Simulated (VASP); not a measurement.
# Hf, energy difference of two geometries: which settings are enough?

Hf, Fm-3m (no. 225), 1 atom in the cell. PBEsol, energy difference of two geometries; PAW potentials Hf_pv (PBE set). VASP 6.6.1.

Wanted: energy difference within 0.5 meV/atom.

What the run is for: energy difference; Accuracy asked: standard; Second geometry: volume scaled by 1.04.

The series start from Plane-wave cutoff (eV): 290; Smearing width (eV): 0.1; k-point mesh: 14 × 14 × 14; Precision mode (PREC): Accurate; Aspherical gradient terms in the spheres (LASPH): yes; Electronic algorithm: ALGO=Normal. Each series keeps the choices made before it, and each single choice may use up half of a tolerance. Times cover all steps of a run.

## Plane-wave cutoff (eV)

| Plane-wave cutoff (eV) | Energy difference (meV/atom) | Time (s) |
|---|---|---|
| 180 | 11.36 | 6.7 |
| 220 | 19.41 | 8.1 |
| 250 | 20.44 | 7.6 |
| 290 | 20.57 | 11 |
| 330 | 20.81 | 13 |
| 380 | 20.94 | 13 |
| 460 | 20.89 | 19 |
| 580 (reference) | 20.86 | 30 |

Chosen: 330, the loosest value from which every tighter one stays within half of the tolerance.

## Smearing width (eV)

| Smearing width (eV) | Energy difference (meV/atom) | Time (s) |
|---|---|---|
| 0.4 | 20.95 | 13 |
| 0.3 | 20.89 | 13 |
| 0.2 | 20.76 | 13 |
| 0.15 | 20.73 | 13 |
| 0.1 | 20.81 | 13 |
| 0.05 (reference) | 20.94 | 13 |

Chosen: 0.4.

## k-point mesh

| k-point mesh | Energy difference (meV/atom) | Time (s) |
|---|---|---|
| 5 × 5 × 5 | 23.15 | 3.4 |
| 6 × 6 × 6 | 19.74 | 4.1 |
| 8 × 8 × 8 | 21.08 | 5.3 |
| 9 × 9 × 9 | 18.55 | 6.0 |
| 12 × 12 × 12 | 21.94 | 9.2 |
| 14 × 14 × 14 | 20.95 | 13 |
| 17 × 17 × 17 | 21.06 | 19 |
| 20 × 20 × 20 | 21.24 | 29 |
| 24 × 24 × 24 (reference) | 21.21 | 45 |

Chosen: 17 × 17 × 17.

## Precision mode (PREC)

| Precision mode (PREC) | Energy difference (meV/atom) | Time (s) |
|---|---|---|
| Low | 22.67 | 10 |
| SingleN | 20.78 | 10 |
| Normal | 21.04 | 10 |
| Accurate (reference) | 21.06 | 19 |

Chosen: Normal.

## Aspherical gradient terms in the spheres (LASPH)

| Aspherical gradient terms in the spheres (LASPH) | Energy difference (meV/atom) | Time (s) |
|---|---|---|
| yes | 21.04 | 10 |
| no | 21.05 | 9.4 |

Chosen: yes; no other choice that stays within half of the tolerance saves 30 % of the time.

## Electronic algorithm

| Electronic algorithm | Energy difference (meV/atom) | Time (s) |
|---|---|---|
| ALGO=Normal | 21.04 | 10 |
| ALGO=Fast | 21.04 | 15 |
| ALGO=VeryFast | 21.04 | 15 |
| ALGO=All ISEARCH=1 | 21.04 | 14 |
| ALGO=All ISEARCH=0 | 21.04 | 14 |
| ALGO=Damped TIME=0.4 | 21.04 | 15 |
| ALGO=Damped TIME=0.1 | 21.04 | 21 |
| ALGO=Old Fast | 21.04 | 10 |

Chosen: ALGO=Normal.

## All choices together

| Input | Energy difference (meV/atom) | Time (s) |
|---|---|---|
| the program's defaults (naive) | 17.24 | 1.6 |
| chosen settings | 21.04 | 10 |
| reference settings throughout | 21.36 | 110 |

The tolerance is met.

## The input

INCAR:
```
GGA = PS
ISMEAR = 1
SIGMA = 0.4
LWAVE = False
LCHARG = False
ISIF = 2
PREC = Normal
LASPH = True
LREAL = False
ALGO = Normal
EDIFF = 1E-6
NELM = 120
GGA_COMPAT = False
ENCUT = 330
```

KPOINTS:
```
Automatic mesh
0
Gamma
  17 17 17
  0 0 0
```

POSCAR.step1:
```
Hf
1.0
    0.0000000000      2.2200000000      2.2200000000
    2.2200000000      0.0000000000      2.2200000000
    2.2200000000      2.2200000000      0.0000000000
Hf
1
Direct
    0.0000000000      0.0000000000      0.0000000000
```

POSCAR.step2:
```
Hf
1.0
    0.0000000000      2.2492138765      2.2492138765
    2.2492138765      0.0000000000      2.2492138765
    2.2492138765      2.2492138765      0.0000000000
Hf
1
Direct
    0.0000000000      0.0000000000      0.0000000000
```

Commands (each step's output is kept before the next begins):
```
cat potpaw_PBE.64/Hf_pv/POTCAR > POTCAR
cp POSCAR.step1 POSCAR
mpirun -np 1 vasp_std > vasp.out
cp POSCAR.step2 POSCAR
mpirun -np 1 vasp_std > vasp.out
```

The chosen input took VASP 6.6.1 10 s on 1 core (AMD EPYC 9R45 (Zen 5)), a shared host.

## An input that fails: too few electronic steps

The electronic loop stops at its limit of 6 steps.

Changes against the starting input:
```
- NELM = 120
+ NELM = 6
```
